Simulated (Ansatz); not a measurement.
# Bi (sc type): how the settings move a single-point run

How sensitive is a single-point run of Bi (sc type) to its settings? A reference run comes first, then one run with altered input.

Method: reference: DFT, PBE, all-electron LAPW, scalar-relativistic, in Ansatz 0.2.0.

### 1 The structure to begin with

The structure is cubic, space group Pm-3m (No. 221). The conventional cell has a = 2.880 Å, b = 2.880 Å, c = 2.880 Å, α = 90.00°, β = 90.00°, γ = 90.00°. Bi (site symmetry m-3m) has 6 Bi at 2.88 Å in its first shell of neighbours.

As a file:

```cif
data_structure
_symmetry_space_group_name_H-M 'P 1'
_symmetry_Int_Tables_number 1
_cell_length_a 2.8796
_cell_length_b 2.8796
_cell_length_c 2.8796
_cell_angle_alpha 90.000
_cell_angle_beta 90.000
_cell_angle_gamma 90.000
_cell_volume 23.88
loop_
_atom_site_label
_atom_site_type_symbol
_atom_site_fract_x
_atom_site_fract_y
_atom_site_fract_z
_atom_site_occupancy
Bi1 Bi 0.00000 0.00000 0.00000 1
```

### 2 The reference run

input.yaml

```yaml
crystal:
  lattice:
    - [2.8795588638, 0.0, 0.0]
    - [0.0, 2.8795588638, 0.0]
    - [0.0, 0.0, 2.8795588638]
  atoms:
    - { symbol: Bi, position: [0.0, 0.0, 0.0] }
kpoints:
  mp_grid: { grid: [13, 13, 13] }
  band_path:
    path:
      - [0.0, 0.0, 0.0]
      - [0.0, 0.5, 0.0]
      - [0.5, 0.5, 0.0]
      - [0.0, 0.0, 0.0]
      - [0.5, 0.5, 0.5]
      - [0.0, 0.5, 0.0]
      - [0.5, 0.5, 0.5]
      - [0.5, 0.5, 0.0]
    npoints: 8
scf:
  occupations: { method: fermi_dirac, width: 0.08 }
hamiltonian:
  xc: pbe
  pseudopotentials: { kind: all_electron, lapw: { basis_error: 0.001 } }
output:
  forces: true
  stress: true
  eigenvalues: true
  populations: true
  dos: { projected: true, de: 0.2, e_range: [-14, 8] }
```

Started as:

```
$ ansatz run input.yaml --threads 1 --pin off --max-ram 2048MiB --backend cpu --events-out ev --progress --plain --runs-dir out
```

### 3 Changing settings: mp_grid.grid [9, 9, 9]

Changes to input.yaml since step 2:

```diff
@@ -8,3 +8,3 @@
 kpoints:
-  mp_grid: { grid: [13, 13, 13] }
+  mp_grid: { grid: [9, 9, 9] }
   band_path:
@@ -30,2 +30 @@
   populations: true
-  dos: { projected: true, de: 0.2, e_range: [-14, 8] }
```

What does the calculation give? Wanted: for each run, ending; energy change; pressure; gap; force.

The runs gave:

| run | ending | energy change | pressure (GPa) | gap (eV) | force (eV/Å) | cycles | time |
| --- | --- | --- | --- | --- | --- | --- | --- |
| reference | converged | 0 | 44.4 | 0.00 | 0.00 | 7 | 14 s |
| 1: mp_grid.grid [9, 9, 9] | converged | -2.2 meV/atom | 43.5 | 0.00 | 0.00 | 7 | 8.1 s |

Times don't compare one to one where runs were asked for different outputs or read a saved state (see the inputs); cycles may leave out searches for a lower state.

Residual by cycle in the longest SCF loop of each run; runs are numbered as in the table. The quantity is the density residual dr2, in eV.

```csv
cycle,reference,run 1
1,0.0322,0.0279
2,0.0211,0.0184
3,2.8e-4,4.2e-4
4,1.1e-5,9.0e-6
5,1.0e-6,9.1e-7
6,2.0e-7,1.6e-7
7,9.8e-9,7.5e-9
```

**Reading.** Changing the k-point mesh moves the energy by -2.2 meV/atom, and the pressure goes from 44.4 to 43.5 GPa. The energy is not variational in the mesh, so the sign tells nothing. The structure is not at rest: the sound run finds 44 GPa, so these are no properties of the relaxed crystal. 
